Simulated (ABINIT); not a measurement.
B:

```
B
1.0
     2.31743    0.00000    0.00000
     0.00000    2.31743    0.00000
     0.00000    0.00000    1.57132
B
1
Direct
  0.50000 0.50000 0.50000
```

The cell was built by a generator and needn't be a form met in nature.

The cell isn't the ideal one: cell relaxed at zero pressure by an earlier run.

Base run:

```yaml
Program: ABINIT 10.8.3 (patched build)
Functional: LDA-PZ
Potentials_or_basis: PseudoDojo NC SR LDA v0.4.1 standard
Cutoff: 1034 eV
k_mesh: 12 × 12 × 18, shifted
Occupations: fermi-dirac, width 0.05 eV
Spin: no spin polarisation
```

Its results: pressure -1.1 GPa.

Task: The run is repeated on the same cell with these changes: k mesh from 12 × 12 × 18, shifted to 8 × 8 × 12. What comes out?

Result: Pressure -0.1 GPa.
